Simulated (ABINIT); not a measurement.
Planning a run of ABINIT 10.8.3 on AgCl (Fm-3m). The input:

```
acell 3*1.0 Angstrom
rprim 
  0.000000000000 2.772662996800 2.772662996800
  2.772662996800 0.000000000000 2.772662996800
  2.772662996800 2.772662996800 0.000000000000
ntypat 2
znucl 47 17
natom 2
typat 1 2
xred 
  0.000000000000 0.000000000000 0.000000000000
  0.500000000000 0.500000000000 0.500000000000
pp_dirpath "pseudos"
pseudos "Ag.upf, Cl.upf"
ecut 37
ngkpt 4 4 4
nshiftk 1
shiftk 0 0 0
kptopt 1
chksymbreak 0
irdden 1
istwfk *1
nband 103
prtvol 0
optdriver 6
gwr_task "HDIAGO"
paral_kgb 0
occopt 1
indata_prefix "in"
outdata_prefix "out"
tmpdata_prefix "tmp"
```

```sh
OMP_NUM_THREADS=1 mpirun -n 8 abinit run.abi > log
```

Q: How long will it take on 8 MPI ranks of Arm Neoverse V2, shared host, and how much memory?

It took 22 s; on shared hardware allow 11 s to 45 s. Peak host memory was 4.6 GiB.

[Long decimals in the printed logs are rounded to 6 places.]

[Logs are printed without paths, hosts, clocks, repeated set-up lines and the standing remarks that a program may print on its own settings, such as how far it seeks lower states.]

[Paths, hosts, dates, memory and timing lines, banners, echoed tables and standing remarks are left out of the program output; an Ansatz launch command may be rebuilt from the run's recorded settings. Measured values are a selection of at most five: reports struck by readers or far from the other reports are left out. None is set beside runs whose start may be inverted or whose files or cutoffs have a known fault.]

[Runs of the session that timed out or met a known fault of the program may be left out.]

[Hosts, paths, dates, database ids (printed as entryN), source tags and the programs' standing remarks are cut or masked in the printed files.]

[G0W0 gaps are taken among the corrected bands and points alone; a level outside them can change the order at an edge.]

[Where Ansatz stands beside ABINIT at settings called matched, ABINIT's density can come from a denser mesh and the files from another edition; pairs whose starting gaps differed by over 0.03 eV were left out, so agreement reads better than it is.]
